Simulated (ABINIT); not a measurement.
# SnSe2 (P-3m1) in ABINIT: further runs

The runs below take SnSe2 through single point, with PBE.

Everything below comes from runs of ABINIT 10.8.3 (patched build). Logs are shortened: lines on timing, memory, paths and dates and some standing lists are left out, and cuts for length are marked. The log counts tension as positive stress, the text compression.

## (1) The structure

The structure is trigonal, space group P-3m1 (No. 164). Conventional cell: a = 3.811 Å, b = 3.811 Å, c = 6.136 Å, α = 90.00°, β = 90.00°, γ = 120.00°. Sn (site symmetry -3m) is surrounded by 6 Se at 2.68 Å. Around Se (site symmetry 3m) lie 3 Sn at 2.68 Å.

## (2) Single point, PBE

The input, run.abi:

```
# Pseudopotentials
pp_dirpath "./"
pseudos "Sn.upf, Se.upf"

# Structure
acell 7.2017462609 7.2017462609 11.5953595007
rprim
     1.0000000000     0.0000000000     0.0000000000
    -0.5000000000     0.8660254038     0.0000000000
     0.0000000000     0.0000000000     1.0000000000
ntypat 2
znucl 50 34
natom 3
typat 1 2 2
xred
     0.0000000000     0.0000000000     0.0000000000
     0.6666666667     0.3333333333     0.7510000000
     0.3333333333     0.6666666667     0.2490000000

# Plane-wave basis
ecut 1088.455450 eV

# k points
kptopt 1
ngkpt 6 6 4
nshiftk 1
shiftk 0.0 0.0 0.0

# Exchange and correlation
ixc 11

# Bands and occupations
nband 28
occopt 3
tsmear 0.00183747

# SCF cycle
nstep 100
tolvrs 1.0e-10

# Output
iomode 3
prtwf 0
prtden 0
prteig 0
prtebands 0
enunit 1
prtvol 2
```

Potentials or basis: PseudoDojo NC SR PBE v0.4.1 standard.

Launch:

```sh
$ abinit run.abi > log 2>&1
```

run.abo:

```text
.Version 10.8.3 of ABINIT
 Symmetries : space group P-3 m 1 (#164); Bravais hP (primitive hexag.)
================================================================================
 Values of the parameters that define the memory need of the present run
     intxc =       0    ionmov =       0      iscf =       7    lmnmax =       6
     lnmax =       6     mgfft =      72  mpssoang =       3    mqgrid =    3302
     natom =       3  nloc_mem =       1    nspden =       1   nspinor =       1
    nsppol =       1      nsym =      12    n1xccc =    2501    ntypat =       2
    occopt =       3   xclevel =       2
       mpw =        6312          nfft =      145800          nkpt =          24
================================================================================
================================================================================

--------------------------------------------------------------------------------
------------- Echo of variables that govern the present computation ------------
--------------------------------------------------------------------------------
 -outvars: echo values of preprocessed input variables --------
            acell      7.2017462609E+00  7.2017462609E+00  1.1595359501E+01 Bohr
              amu      1.18710000E+02  7.89600000E+01
             ecut      4.00000000E+01 Hartree
           enunit           1
              ixc          11
         kptrlatt        6    0    0      0    6    0      0    0    4
          kptrlen      4.32104776E+01
            natom           3
            nband          28
            ngfft          45      45      72
             nkpt          24
            nstep         100
             nsym          12
           ntypat           2
           occopt           3
           prtden           0
        prtebands           0
           prteig           0
           prtvol           2
            prtwf           0
            rprim      1.0000000000E+00  0.0000000000E+00  0.0000000000E+00
                      -5.0000000000E-01  8.6602540380E-01  0.0000000000E+00
                       0.0000000000E+00  0.0000000000E+00  1.0000000000E+00
          spgroup         164
           tolvrs      1.00000000E-10
           tsmear      1.83747000E-03 Hartree
            typat      1  2  2
           xangst      0.0000000000E+00  0.0000000000E+00  0.0000000000E+00
                       1.9054999987E+00  1.1001409372E+00  4.6081359969E+00
                      -5.4052144433E-16  2.2002818744E+00  1.5278639990E+00
            xcart      0.0000000000E+00  0.0000000000E+00  0.0000000000E+00
                       3.6008731304E+00  2.0789650712E+00  8.7081149850E+00
                      -1.0214374950E-15  4.1579301424E+00  2.8872445157E+00
             xred      0.0000000000E+00  0.0000000000E+00  0.0000000000E+00
                       6.6666666667E-01  3.3333333333E-01  7.5100000000E-01
                       3.3333333333E-01  6.6666666667E-01  2.4900000000E-01
            znucl       50.00000   34.00000

================================================================================

 chkinp: Checking input parameters for consistency.

================================================================================
== DATASET  1 ==================================================================

--- !DatasetInfo
iteration_state: {dtset: 1, }
dimensions: {natom: 3, nkpt: 24, mband: 28, nsppol: 1, nspinor: 1, nspden: 1, mpw: 6312, }
cutoff_energies: {ecut:  40.0, pawecutdg:  -1.0, }
electrons: {nelect:   4.60000000E+01, charge:   0.00000000E+00, occopt:   3.00000000E+00, tsmear:   1.83747000E-03, }
meta: {optdriver: 0, ionmov: 0, optcell: 0, iscf: 7, paral_kgb: 0, }
...

 Exchange-correlation functional for the present dataset will be:
  GGA: Perdew-Burke-Ernzerhof functional - ixc=11
  J.P.Perdew, K.Burke, M.Ernzerhof, PRL 77, 3865 (1996)

 Real(R)+Recip(G) space primitive vectors, cartesian coordinates (Bohr,Bohr^-1):
 R(1)=  7.2017463  0.0000000  0.0000000  G(1)=  0.1388552  0.0801681  0.0000000
 R(2)= -3.6008731  6.2368952  0.0000000  G(2)=  0.0000000  0.1603362  0.0000000
[... 202 lines left out ...]
  2.19E-17 2.08E-17 8.40E-18 4.55E-18 2.18E-18 1.05E-18 1.78E-18 4.70E-17
  5.46E-17 2.94E-17 3.54E-17 3.28E-17 3.52E-17 3.57E-17 7.84E-17 5.32E-17
  1.32E-16 2.27E-16 3.81E-16 1.16E-13
   0.3333  0.3333  0.5000    1  1.77051E-09 kpt; spin; max resid(k); each band:
  6.05E-19 1.70E-18 4.86E-19 4.76E-19 1.38E-17 1.16E-17 1.16E-17 2.08E-17
  2.08E-17 2.08E-17 7.01E-18 7.01E-18 7.45E-19 8.00E-19 1.73E-18 5.14E-17
  5.13E-17 2.57E-17 2.63E-17 2.64E-17 1.51E-17 4.87E-17 4.83E-17 4.02E-17
  1.13E-16 7.06E-17 5.77E-16 1.77E-09
 reduced coordinates (array xred) for    3 atoms
       0.000000000000      0.000000000000      0.000000000000
       0.666666666667      0.333333333333      0.751000000000
       0.333333333333      0.666666666667      0.249000000000
 rms dE/dt=  8.5992E-02; max dE/dt=  1.8242E-01; dE/dt below (all hartree)
    1       0.000000000000      0.000000000000      0.000000000000
    2       0.000000000000      0.000000000000      0.182417444063
    3      -0.000000000000      0.000000000000     -0.182417444063

 cartesian coordinates (angstrom) at end:
    1      0.00000000000000     0.00000000000000     0.00000000000000
    2      1.90549999869437     1.10014093720680     4.60813599687231
    3     -0.00000000000000     2.20028187441359     1.52786399896299

 cartesian forces (hartree/bohr) at end:
    1     -0.00000000000000     0.00000000000000    -0.00000000000000
    2     -0.00000000000000    -0.00000000000000    -0.01573193518078
    3      0.00000000000000     0.00000000000000     0.01573193518078
 frms,max,avg= 7.4161054E-03 1.5731935E-02   0.000E+00  0.000E+00  0.000E+00 h/b

 cartesian forces (eV/Angstrom) at end:
    1     -0.00000000000000     0.00000000000000    -0.00000000000000
    2     -0.00000000000000    -0.00000000000000    -0.80896863294767
    3      0.00000000000000     0.00000000000000     0.80896863294767
 frms,max,avg= 3.8135147E-01 8.0896863E-01   0.000E+00  0.000E+00  0.000E+00 e/A
 length scales=  7.201746260900  7.201746260900 11.595359500700 bohr
              =  3.810999997389  3.810999997389  6.135999995835 angstroms
 Fermi (or HOMO) energy (eV) =   4.19045   Average Vxc (eV)=  -9.98871
 Eigenvalues (   eV  ) for nkpt=  24  k points:
 kpt#   1, nband= 28, wtk=  0.00694, kpt=  0.0000  0.0000  0.0000 (reduced coord)
 -43.08769  -43.08769  -43.08766  -43.08766  -43.03530  -43.03530  -43.03469  -43.03469
 -43.01678  -43.01657  -17.51404  -17.51404  -17.47653  -17.46252  -17.46252  -10.21984
  -8.44042   -2.27014    3.09740    3.09740    3.39279    3.39279    3.79833    4.86095
   6.74670    8.42889    8.42889   11.93002
 kpt#   2, nband= 28, wtk=  0.04167, kpt=  0.1667  0.0000  0.0000 (reduced coord)
 -43.08768  -43.08765  -43.08754  -43.08749  -43.03527  -43.03525  -43.03477  -43.03466
 -43.01668  -43.01650  -17.52726  -17.50460  -17.47143  -17.46608  -17.46094   -9.94433
  -8.26875   -2.25319    1.08926    2.23149    2.26783    3.67846    3.76307    6.09492
   7.48603    8.62638    8.90977   11.04787
 kpt#   3, nband= 28, wtk=  0.04167, kpt=  0.3333  0.0000  0.0000 (reduced coord)
 -43.08769  -43.08759  -43.08726  -43.08721  -43.03530  -43.03528  -43.03490  -43.03470
 -43.01647  -43.01635  -17.55763  -17.49351  -17.48156  -17.44983  -17.44888   -9.20571
  -7.96966   -2.81087   -0.29847    0.93263    1.42699    3.24148    3.57624    5.30555
   7.78112    9.30096    9.60201   10.50385
 kpt#   4, nband= 28, wtk=  0.02083, kpt=  0.5000  0.0000  0.0000 (reduced coord)
 -43.08770  -43.08758  -43.08710  -43.08710  -43.03535  -43.03531  -43.03493  -43.03470
[... 88 lines left out ...]
 kpt#  22, nband= 28, wtk=  0.04167, kpt=  0.1667  0.1667  0.5000 (reduced coord)
 -43.08761  -43.08758  -43.08735  -43.08733  -43.03510  -43.03508  -43.03504  -43.03492
 -43.01646  -43.01641  -17.54295  -17.50213  -17.47398  -17.46395  -17.44841   -9.27818
  -8.27075   -2.41004    0.23293    1.00767    1.90193    2.87008    2.97242    6.02329
   8.35453    9.64162    9.75195   10.36444
 kpt#  23, nband= 28, wtk=  0.08333, kpt=  0.3333  0.1667  0.5000 (reduced coord)
 -43.08756  -43.08751  -43.08718  -43.08717  -43.03520  -43.03508  -43.03508  -43.03496
 -43.01633  -43.01631  -17.55814  -17.50475  -17.47792  -17.45207  -17.43971   -8.53015
  -8.01885   -3.39283   -0.76982    0.32171    1.14054    3.10622    3.29844    5.67246
   8.48549    9.27159    9.51031   10.52067
 kpt#  24, nband= 28, wtk=  0.01389, kpt=  0.3333  0.3333  0.5000 (reduced coord)
 -43.08740  -43.08734  -43.08732  -43.08732  -43.03523  -43.03511  -43.03511  -43.03497
 -43.01629  -43.01629  -17.53359  -17.53359  -17.46157  -17.46157  -17.44318   -8.07642
  -8.07642   -3.64294   -0.42333   -0.42333    0.06620    3.42238    3.42238    6.32761
   8.53402    8.53402   10.03294   12.06694
 Total charge density [el/Bohr^3]
)     Maximum=    2.4436E+00  at reduced coord.    0.7556    0.4000    0.7222
)Next maximum=    2.4436E+00  at reduced coord.    0.6444    0.4000    0.7222
)     Minimum=    1.3998E-04  at reduced coord.    0.0000    0.0000    0.0000
)Next minimum=    4.9018E-04  at reduced coord.    0.3333    0.6667    0.2500
   Integrated=    4.6000E+01

--- !EnergyTerms
iteration_state     : {dtset: 1, }
comment             : Components of total free energy in Hartree
kinetic             :  2.04103495623520E+02
hartree             :  9.61198052896575E+01
xc                  : -7.05417917619001E+01
Ewald energy        : -1.70524007112797E+02
psp_core            :  8.10065318500738E+00
local_psp           : -2.59887358555943E+02
non_local_psp       : -1.28682228785700E+02
internal            : -3.21311432118157E+02
'-kT*entropy'       : -1.07774929031957E-06
total_energy        : -3.21311433195906E+02
total_energy_eV     : -8.74332951394352E+03
band_energy         : -3.88997433262701E+01
...

 Cartesian components of stress tensor (hartree/bohr^3)
  sigma(1 1)= -1.77106016E-04  sigma(3 2)=  0.00000000E+00
  sigma(2 2)= -1.77106016E-04  sigma(3 1)=  0.00000000E+00
  sigma(3 3)= -2.19867712E-04  sigma(2 1)=  0.00000000E+00

-Cartesian components of stress tensor (GPa)         [Pressure=  5.6300E+00 GPa]
- sigma(1 1)= -5.21063888E+00  sigma(3 2)=  0.00000000E+00
- sigma(2 2)= -5.21063890E+00  sigma(3 1)=  0.00000000E+00
- sigma(3 3)= -6.46873140E+00  sigma(2 1)=  0.00000000E+00

== END DATASET(S) ==============================================================
================================================================================

 -outvars: echo values of variables after computation  --------
            acell      7.2017462609E+00  7.2017462609E+00  1.1595359501E+01 Bohr
           etotal     -3.2131143320E+02
            fcart     -9.9703419166E-29  6.3320175483E-28 -0.0000000000E+00
                      -9.9703419166E-29 -7.4832934661E-28 -1.5731935181E-02
                       1.9940683833E-28  1.1512759179E-28  1.5731935181E-02
            rprim      1.0000000000E+00  0.0000000000E+00  0.0000000000E+00
                      -5.0000000000E-01  8.6602540380E-01  0.0000000000E+00
                       0.0000000000E+00  0.0000000000E+00  1.0000000000E+00
           strten     -1.7710601578E-04 -1.7710601633E-04 -2.1986771152E-04
                       0.0000000000E+00  0.0000000000E+00  0.0000000000E+00
           xangst      0.0000000000E+00  0.0000000000E+00  0.0000000000E+00
                       1.9054999987E+00  1.1001409372E+00  4.6081359969E+00
                      -5.4052144433E-16  2.2002818744E+00  1.5278639990E+00
             xred      0.0000000000E+00  0.0000000000E+00  0.0000000000E+00
                       6.6666666667E-01  3.3333333333E-01  7.5100000000E-01
                       3.3333333333E-01  6.6666666667E-01  2.4900000000E-01
 Calculation completed.
```

Run time: 3.3 min. Hardware: 1 thread of AMD EPYC 7R43 (Zen 3), shared host; peak memory 0.16 GiB.

What came out:

```
Free energy                                           : -8743.3295 eV
Pressure                                              : 5.6 GPa
Largest force                                         : 0.809 eV/Å
Band gap on the k mesh                                : 0.80 eV, indirect (least direct gap 1.06 eV)
Valence electrons inside the program's atomic spheres : Sn 10.49; Se 13.23
```

Forces on the atoms (eV/Å):
```
Sn   0.000  0.000  0.000
Se   0.000  0.000 -0.809
Se   0.000  0.000  0.809
```

Stress tensor (GPa, compression positive):
```
5.21 0.00 0.00
0.00 5.21 0.00
0.00 0.00 6.47
```

Caveat: spin-orbit coupling is left out, which moves the levels of the heavy elements; this functional lacks dispersion, which binds the layers, so the pressure and a relaxed spacing across them are unreliable. A k mesh can miss the band edges.

## (3) Single point, PBE

run.abi, as its differences from that of step 2:

```diff
@@ -1,2 +1 @@
-# Pseudopotentials
 pp_dirpath "./"
@@ -4,3 +3,2 @@
 
-# Structure
 acell 7.2017462609 7.2017462609 11.5953595007
@@ -19,6 +17,4 @@
 
-# Plane-wave basis
-ecut 1088.455450 eV
+ecut 43.0
 
-# k points
 kptopt 1
@@ -28,6 +24,4 @@
 
-# Exchange and correlation
 ixc 11
 
-# Bands and occupations
 nband 28
@@ -36,3 +30,2 @@
 
-# SCF cycle
 nstep 100
@@ -40,9 +33,12 @@
 
-# Output
 iomode 3
 prtwf 0
-prtden 0
 prteig 0
 prtebands 0
-enunit 1
+enunit 2
 prtvol 2
+prtden 1
+prtvha 1
+prtvclmb 1
+prtpot 1
+prtelf 1
```

Potentials or basis: PseudoDojo NC SR PBE v0.4.1 standard.

Launch:

```sh
$ mpirun --bind-to none -np 4 abinit run.abi > log 2>&1
```

Run time: 56 s. Hardware: 4 MPI ranks of Arm Neoverse V1, shared host; peak memory 0.44 GiB.

The run converged. Its results:

```
Free energy                                           : -8743.3323 eV
Pressure                                              : 5.8 GPa
Largest force                                         : 0.809 eV/Å
Band gap on the k mesh                                : 0.80 eV, indirect (least direct gap 1.06 eV)
Valence electrons inside the program's atomic spheres : Sn 10.49; Se 13.23
```

Forces in eV/Å, atoms in the order of the input:
```
Sn   0.000  0.000  0.000
Se   0.000  0.000 -0.809
Se   0.000  0.000  0.809
```

Stress tensor (GPa, compression positive):
```
5.36 0.00 0.00
0.00 5.36 0.00
0.00 0.00 6.62
```

Levels at points of the mesh, in eV from the valence-band top:
| k point | band 21 | band 22 | band 23 | band 24 | band 25 | band 26 |
| --- | --- | --- | --- | --- | --- | --- |
| (0.00, 0.00, 0.00) | -0.41 | -0.41 | 0.00 | 1.06 | 2.95 | 4.63 |
| (0.50, 0.00, 0.00) | -2.69 | -1.21 | -0.32 | 1.14 | 3.79 | 5.44 |
| (0.00, 0.00, 0.50) | -0.79 | -0.25 | -0.25 | 2.42 | 2.91 | 4.36 |
| (0.50, 0.00, 0.50) | -1.99 | -0.85 | -0.71 | 0.85 | 4.27 | 4.84 |

Caveat: spin-orbit coupling is left out, which moves the levels of the heavy elements; this functional lacks dispersion, which binds the layers, so the pressure and a relaxed spacing across them are unreliable.
